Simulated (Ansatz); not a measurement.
# Ag: pressure against volume

Reference cell: a structure deposited in the COD, whose atoms a relaxation with PBE at fixed cell left in place.

```xyz
2
Lattice="2.9300 0.0000 0.0000 -1.4650 2.5375 0.0000 0.0000 0.0000 4.7900" Properties=species:S:1:pos:R:3 pbc="T T T"
Ag    0.0000    1.6916    1.1975
Ag    1.4650    0.8458    3.5925
```

Sites (sets of like atoms) are named by element and the number of their first atom in this list.

Method: Kohn–Sham DFT in Ansatz, PBE, plane waves and PAW, scalar-relativistic, 420 eV cutoff, Γ-centred 18×18×10 k-points, Fermi–Dirac smearing 0.05 eV.

The cell is scaled uniformly, and the ions relax again at each size.

| V/V₀ | pressure (GPa) |
| --- | --- |
| 0.94 | 7.3 |
| 0.96 | 4.7 |
| 0.98 | ? |
| 1.00 | 0.4 |
| 1.02 | -1.3 |
| 1.04 | -2.8 |
| 1.06 | -4.2 |

Task: Estimate the row at V/V₀ = 0.98, the equilibrium volume and the bulk modulus.

Result: pressure (GPa): 2.4. Worked: a parabola in ln(V/V₀) through the other 6 rows gives 2.4 GPa there. It crosses zero pressure at V/V₀ = 1.005, the equilibrium volume of this functional, where the bulk modulus is B = −dP/d ln V = 92 GPa. The shape of the cell is held, so in this non-cubic crystal both values are those of uniform scaling, and B is an upper bound to the hydrostatic one.
